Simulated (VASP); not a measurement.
# HgTe (Coloradoite) (F-43m) in VASP: a series of runs

The runs below take HgTe (Coloradoite) through relaxation of the atoms, with r2SCAN.

All numbers are computed with VASP 6.6.1; they aren't measurements. Logs are shortened: lines on timing, memory, paths and dates and some standing lists are left out, and cuts for length are marked.

### 1 Starting point

Symmetry: F-43m, No. 216, cubic system. The conventional cell has a = 6.577 Å, b = 6.577 Å, c = 6.577 Å, α = 90.00°, β = 90.00°, γ = 90.00°. Hg (site symmetry -43m) is surrounded by 4 Te at 2.85 Å. Te (site symmetry -43m) is surrounded by 4 Hg at 2.85 Å.

### 2 Relaxation of the atoms, r2SCAN (a relaxed cell with its volume scaled by 0.98)

Input file INCAR:

```
SYSTEM = HgTe
ALGO = Normal ; EDIFF = 1E-7
EDIFFG = -0.01 ; ENCUT = 600
IBRION = 2 ; ISIF = 2
ISMEAR = 0 ; LASPH = .True.
LCHARG = .False. ; LMIXTAU = .True.
LREAL = .False. ; LWAVE = .False.
METAGGA = R2SCAN ; NELM = 80
NSW = 40 ; PREC = Accurate
SIGMA = 0.03
```

Input file KPOINTS:

```
k-points
0
Gamma
  10 10 10
  0 0 0
```

Input file POSCAR:

```
HgTe                                    
1.0
    0.0000000000      3.2662798727      3.2662798727
    3.2662798727      0.0000000000      3.2662798727
    3.2662798727      3.2662798727      0.0000000000
  Hg              Te            
     1     1
Direct
     0.0000000000000000    0.0000000000000000    0.0000000000000000
     0.2500000000000000    0.2500000000000000    0.2500000000000000
```

Potentials or basis: VASP PAW PBE potentials, release 64 (Hg, Te).

On the command line:

```bash
cat potpaw_PBE.64/Hg/POTCAR potpaw_PBE.64/Te/POTCAR > POTCAR
mpirun -np 1 vasp_std > vasp.out
```

OUTCAR:

```text
SYSTEM = HgTe
   EDIFF = 1E-7
   EDIFFG = -0.01
   ENCUT = 600
   IBRION = 2
   ISIF = 2
   ISMEAR = 0
   LASPH = .True.
   LREAL = .False.
   METAGGA = R2SCAN
   NELM = 80
   NSW = 40
   PREC = Accurate

 ion  position               nearest neighbor table
   1  0.000  0.000  0.000-   2 2.83   2 2.83   2 2.83   2 2.83
   2  0.250  0.250  0.250-   1 2.83   1 2.83   1 2.83   1 2.83

  LATTYP: Found a face centered cubic cell.
 ALAT       =     6.5325597454

  Lattice vectors:

 A1 = (   0.0000000000,   3.2662798727,   3.2662798727)
 A2 = (   3.2662798727,   0.0000000000,   3.2662798727)
 A3 = (   3.2662798727,   3.2662798727,   0.0000000000)

Analysis of symmetry for initial positions (statically):
=====================================================================
 Subroutine PRICEL returns:
 Original cell was already a primitive cell.

 Routine SETGRP: Setting up the symmetry group for a
 face centered cubic supercell.

 Subroutine GETGRP returns: Found 24 space group operations
 (whereof 24 operations were pure point group operations)
 out of a pool of 48 trial point group operations.

The static configuration has the point symmetry T_d .

Analysis of symmetry for dynamics (positions and initial velocities):
=====================================================================
 Subroutine PRICEL returns:
 Original cell was already a primitive cell.

 Routine SETGRP: Setting up the symmetry group for a
 face centered cubic supercell.

 Subroutine GETGRP returns: Found 24 space group operations
 (whereof 24 operations were pure point group operations)
 out of a pool of 48 trial point group operations.

The dynamic configuration has the point symmetry T_d .

 Subroutine INISYM returns: Found 24 space group operations
 (whereof 24 operations are pure point group operations),
 and found     1 'primitive' translations

----------------------------------------------------------------------------------------

                                     Primitive cell

  volume of cell :      69.6932

  direct lattice vectors                    reciprocal lattice vectors
     0.000000000  3.266279873  3.266279873    -0.153079350  0.153079350  0.153079350
     3.266279873  0.000000000  3.266279873     0.153079350 -0.153079350  0.153079350
     3.266279873  3.266279873  0.000000000     0.153079350  0.153079350 -0.153079350

  length of vectors
     4.619217294  4.619217294  4.619217294     0.265141212  0.265141212  0.265141212

  position of ions in fractional coordinates (direct lattice)
     0.000000000  0.000000000  0.000000000
     0.250000000  0.250000000  0.250000000

  ion indices of the primitive-cell ions
   primitive index   ion index
                 1           1
                 2           2

----------------------------------------------------------------------------------------

 KPOINTS: k-points

Automatic generation of k-mesh.
 Grid dimensions read from file:
 generate k-points for:   10   10   10

 Generating k-lattice:

  Cartesian coordinates                     Fractional coordinates (reciprocal lattice)
    -0.015307935  0.015307935  0.015307935     0.100000000  0.000000000  0.000000000
     0.015307935 -0.015307935  0.015307935     0.000000000  0.100000000  0.000000000
     0.015307935  0.015307935 -0.015307935     0.000000000  0.000000000  0.100000000

  Length of vectors
     0.026514121  0.026514121  0.026514121

  Shift w.r.t. Gamma in fractional coordinates (k-lattice)
     0.000000000  0.000000000  0.000000000

 Subroutine IBZKPT returns following result:
 ===========================================

 Found     47 irreducible k-points:

 Following reciprocal coordinates:
            Coordinates               Weight
  0.000000  0.000000  0.000000      1.000000
  0.100000  0.000000  0.000000      8.000000
  0.200000  0.000000  0.000000      8.000000
  0.300000  0.000000  0.000000      8.000000
  0.400000  0.000000  0.000000      8.000000
  0.500000  0.000000  0.000000      4.000000
[... 16 lines left out ...]
  0.300000  0.300000  0.000000      6.000000
  0.400000  0.300000  0.000000     24.000000
 [... further k-points ...]
   k-points           NKPTS =     47   k-points in BZ     NKDIM =     47   number of bands    NBANDS=     13
   number of dos      NEDOS =    301   number of ions     NIONS =      2
   total plane-waves  NPLWV =  64000
   dimension x,y,z NGX =    40 NGY =   40 NGZ =   40
   dimension x,y,z NGXF=    80 NGYF=   80 NGZF=   80
   ions per type =               1   1
   NGX,Y,Z   is equivalent  to a cutoff of  14.40, 14.40, 14.40 a.u.
   NGXF,Y,Z  is equivalent  to a cutoff of  28.79, 28.79, 28.79 a.u.
 SYSTEM =  HgTe
   PREC   = accura    normal or accurate (medium, high low for compatibility)
   ISTART =      0    job   : 0-new  1-cont  2-samecut
   ICHARG =      2    charge: 1-file 2-atom 10-const
   ISPIN  =      1    spin polarized calculation?
   LNONCOLLINEAR =      F non collinear calculations
   LSORBIT =      F    spin-orbit coupling
   LASPH  =      T    aspherical Exc in radial PAW
   ENCUT  =  600.0 eV  44.10 Ry    6.64 a.u.   9.23  9.23  9.23*2*pi/ulx,y,z
   NELM   =     80;   NELMIN=  2; NELMDL= -5     # of ELM steps
   EDIFF  = 0.1E-06   stopping-criterion for ELM
   LREAL  =      F    real-space projection
   EDIFFG = -.1E-01   stopping-criterion for IOM
   NSW    =     40    number of steps for IOM
   IBRION =      2    ionic relax: 0-MD 1-quasi-New 2-CG
   NFREE  =      1    steps in history (QN), initial steepest desc. (CG)
   ISIF   =      2    stress and relaxation
   ISYM   =      2    0-nonsym 1-usesym 2-fastsym
   POTIM  = 0.5000    time-step for ionic-motion
   TEBEG  =    0.0;   TEEND  =   0.0 temperature during run
   PSTRESS=    0.0 pullay stress
   NELECT =      18.0000    total number of electrons
   NUPDOWN=      -1.0000    fix difference up-down
   EMIN   =  10.00;   EMAX   =-10.00  energy-range for DOS
   EFERMI =   0.00;   METHOD = LEGACY
   ISMEAR =     0;   SIGMA  =   0.03  broadening in eV -4-tet -1-fermi 0-gaus
   EFERMI_NEDOS =   21; number of points for ismear=-14 and -15
   IALGO  =     38    algorithm
   IMIX   =      4    mixing-type and parameters
     AMIX     =   0.40;   BMIX     =  1.00
     AMIX_MAG =   1.60;   BMIX_MAG =  1.00
  volume/ion in A,a.u.               =      34.85       235.16
  Fermi-wavevector in a.u.,A,eV,Ry     =   1.042563  1.970158 14.788682  1.086937
  Thomas-Fermi vector in A             =   2.177234
   LORBIT       =      0    0 simple, 1 ext, 2 COOP (PROOUT), +10 PAW based schemes
   METAGGA = R2SCAN    functional components
   LHFCALC =     F    Hartree Fock is set to
   AEXX    =    0.0000 exact exchange contribution
   IVDW    =     0    specifies the selected vdW correction
   LEPSILON=     F    determine dielectric tensor
   LRPA    =     F    only Hartree local field effects (RPA)
 conjugate gradient relaxation of ions
 non-spin polarized calculation
 Gauss-broadening in eV      SIGMA  =   0.03
  energy-cutoff  :      600.00
  volume of cell :       69.69
 maximum number of plane-waves:      2346
 NGX is ok and might be reduce to    40
   NGX = 19   NGY = 19   NGZ = 19

 number of electron      17.9999998 magnetization

 Free energy of the ion-electron system (eV)
  ---------------------------------------------------
  ext. energy  EPLUGINS =         0.00000000
  ---------------------------------------------------
  free energy    TOTEN  =       -75.16047611 eV

  energy without entropy =      -75.16042984  energy(sigma->0) =      -75.16045297

 E-fermi :   2.5429     XC(G=0):  -9.1652

 val. band max:        2.5337390775   @ k =   0.0000   0.0000   0.0000
 cond. band min:       3.2086711535   @ k =   0.1000   0.0000   0.0000
 fundamental gap:      0.6749320760
 Fermi energy:         2.5428761806

 k-point     1 :       0.0000    0.0000    0.0000
  band No.  band energies     occupation
      1      -9.6420      2.00000
      2      -4.9233      2.00000
      3      -4.9233      2.00000
      4      -4.9233      2.00000
      5      -4.3897      2.00000
      6      -4.3897      2.00000
      7       2.0379      2.00000
      8       2.5337      1.33333
      9       2.5337      1.33333
     10       2.5337      1.33333
     11       7.1600      0.00000
     12       7.1600      0.00000
     13       7.1600      0.00000

 k-point     2 :       0.1000    0.0000    0.0000
  band No.  band energies     occupation
      1      -9.5927      2.00000
      2      -4.9094      2.00000
      3      -4.9094      2.00000
      4      -4.9029      2.00000
      5      -4.3910      2.00000
      6      -4.3910      2.00000
      7       1.0844      2.00000
      8       2.4229      2.00000
      9       2.4229      2.00000
     10       3.2087      0.00000
     11       7.0419      0.00000
     12       7.3129      0.00000
     13       7.3129      0.00000

 k-point     3 :       0.2000    0.0000    0.0000
  band No.  band energies     occupation
      1      -9.4594      2.00000
      2      -4.8745      2.00000
      3      -4.8745      2.00000
      4      -4.8246      2.00000
      5      -4.3919      2.00000
      6      -4.3919      2.00000
      7      -0.1695      2.00000
      8       2.1584      2.00000
      9       2.1584      2.00000
     10       3.5999      0.00000
     11       7.3522      0.00000
     12       7.6409      0.00000
     13       7.6409      0.00000

 k-point     4 :       0.3000    0.0000    0.0000
  band No.  band energies     occupation
      1      -9.2862      2.00000
      2      -4.8354      2.00000
      3      -4.8354      2.00000
      4      -4.6458      2.00000
      5      -4.3867      2.00000
      6      -4.3867      2.00000
      7      -1.3818      2.00000
      8       1.8681      2.00000
      9       1.8681      2.00000
     10       3.6063      0.00000
     11       7.8812      0.00000
     12       7.8812      0.00000
     13       8.3034      0.00000

 k-point     5 :       0.4000    0.0000    0.0000
  band No.  band energies     occupation
      1      -9.1388      2.00000
      2      -4.8083      2.00000
      3      -4.8083      2.00000
      4      -4.3759      2.00000
      5      -4.3759      2.00000
      6      -4.3378      2.00000
      7      -2.3983      2.00000
      8       1.6538      2.00000
      9       1.6538      2.00000
     10       3.5204      0.00000
     11       7.9435      0.00000
     12       7.9435      0.00000
     13       9.3740      0.00000
[... 257 lines left out ...]
 k-point    22 :      -0.2000    0.2000    0.0000
  band No.  band energies     occupation
      1      -9.2259      2.00000
      2      -4.8167      2.00000
      3      -4.7946      2.00000
      4      -4.6338      2.00000
      5      -4.4102      2.00000
      6      -4.3549      2.00000
      7      -1.3652      2.00000
      8       0.6628      2.00000
      9       1.8986      2.00000
     10       4.5659      0.00000
     11       7.5486      0.00000
     12       8.0324      0.00000
     13       8.0497      0.00000

 k-point    23 :       0.3000    0.3000    0.0000
  band No.  band energies     occupation
      1      -9.1637      2.00000
      2      -4.7850      2.00000
      3      -4.7190      2.00000
      4      -4.7190      2.00000
      5      -4.3841      2.00000
      6      -4.3500      2.00000
      7      -1.3731      2.00000
      8       0.9476      2.00000
      9       0.9476      2.00000
     10       4.7056      0.00000
     11       5.7722      0.00000
     12       9.7507      0.00000
     13       9.7517      0.00000

 k-point    24 :       0.4000    0.3000    0.0000
  band No.  band energies     occupation
      1      -9.0453      2.00000
      2      -4.7499      2.00000
      3      -4.6760      2.00000
      4      -4.6383      2.00000
      5      -4.3443      2.00000
      6      -4.2864      2.00000
      7      -1.9818      2.00000
      8       0.5543      2.00000
      9       0.7343      2.00000
     10       4.8140      0.00000
     11       5.8707      0.00000
     12       9.3829      0.00000
     13      10.1461      0.00000

 [... further k-points ...]

------------------------ aborting loop because EDIFF is reached ----------------------------------------

  FORCE on cell =-STRESS in cart. coord.  units (eV):
  Direction    XX          YY          ZZ          XY          YZ          ZX
  --------------------------------------------------------------------------------------
  -------------------------------------------------------------------------------------
  Total        0.3754362      0.3754362      0.3754362      0.0000000      0.0000000     -0.0000000
  in kB        8.6309087      8.6309087      8.6309087      0.0000000      0.0000000     -0.0000000
  external PRESSURE =       8.6309087 kB  Pullay stress =       0.0000000 kB

 VOLUME and BASIS-vectors are now :
 -----------------------------------------------------------------------------
  energy-cutoff  :      600.00
  volume of cell :       69.69
      direct lattice vectors                 reciprocal lattice vectors
     0.000000000  3.266279873  3.266279873    -0.153079350  0.153079350  0.153079350
     3.266279873  0.000000000  3.266279873     0.153079350 -0.153079350  0.153079350
     3.266279873  3.266279873  0.000000000     0.153079350  0.153079350 -0.153079350

 POSITION                                       TOTAL-FORCE (eV/Angst)
 -----------------------------------------------------------------------------------
      0.00000      0.00000      0.00000        -0.000000     -0.000000      0.000000
      1.63314      1.63314      1.63314         0.000000      0.000000     -0.000000
 -----------------------------------------------------------------------------------
    total drift:                               -0.000000     -0.000000     -0.000000

  FREE ENERGIE OF THE ION-ELECTRON SYSTEM (eV)
  ---------------------------------------------------
  free  energy   TOTEN  =       -75.1604761140 eV

  energy  without entropy=      -75.1604298352  energy(sigma->0) =      -75.16045297

 reached required accuracy - stopping structural energy minimisation
```

It took 5.1 min on 1 thread of Intel Xeon Platinum 8488C (Sapphire Rapids), shared host; peak memory 0.29 GiB.

What came out:

```yaml
Free_energy: -75.1605 eV
Pressure_after_relaxing: 0.9 GPa
Band_gap_on_the_k_mesh: none (metal or under the smearing width)
```

Final structure:
```
Hg Te
1.0
     0.00000    3.26628    3.26628
     3.26628    0.00000    3.26628
     3.26628    3.26628    0.00000
Hg Te
1 1
Direct
  0.00000 0.00000 0.00000
  0.25000 0.25000 0.25000
```

Caveat: the relaxation stopped at its first step, so nothing moved; the PAW data sets were made with another functional, which shifts forces and pressure a little. Spin-orbit coupling is left out, which matters for the levels of Hg, Te.

### 3 Relaxation of the atoms, r2SCAN

INCAR is that of step 2.

KPOINTS is that of step 2.

Input file POSCAR:

```
HgTe                                    
1.0
    0.0000000000      3.2883500008      3.2883500008
    3.2883500008      0.0000000000      3.2883500008
    3.2883500008      3.2883500008      0.0000000000
  Hg              Te            
     1     1
Direct
     0.0000000000000000    0.0000000000000000    0.0000000000000000
     0.2500000000000000    0.2500000000000000    0.2500000000000000
```

Potentials or basis: VASP PAW PBE potentials, release 64 (Hg, Te).

On the command line:

```bash
cat potpaw_PBE.64/Hg/POTCAR potpaw_PBE.64/Te/POTCAR > POTCAR
mpirun -np 1 vasp_std > vasp.out
```

It took 4.8 min on 1 thread of Intel Xeon Platinum 8488C (Sapphire Rapids), shared host; peak memory 0.29 GiB.

Results (log left out):

- Free energy: -75.1644 eV
- Pressure after relaxing: 0.0 GPa
- Band gap on the k mesh: none (metal or under the smearing width)

Final structure:
```
Hg Te
1.0
     0.00000    3.28835    3.28835
     3.28835    0.00000    3.28835
     3.28835    3.28835    0.00000
Hg Te
1 1
Direct
  0.00000 0.00000 0.00000
  0.25000 0.25000 0.25000
```

Levels at points of the mesh, in eV from the Fermi level:
```
           k point  band 6  band 7  band 8  band 9  band 10  band 11  band 12  band 13
(0.00, 0.00, 0.00)   -6.84   -0.56   -0.01   -0.01    -0.01     4.65     4.65     4.65
(0.50, 0.00, 0.00)   -6.56   -5.31   -0.93   -0.93     0.93     5.42     5.42     7.14
(0.50, 0.50, 0.00)   -6.42   -5.30   -2.14   -2.14     2.09     2.86     8.49     9.22
```

Caveat: the relaxation stopped at its first step, so nothing moved; the PAW data sets were made with another functional, which shifts forces and pressure a little. Spin-orbit coupling is left out, which matters for the levels of Hg, Te.
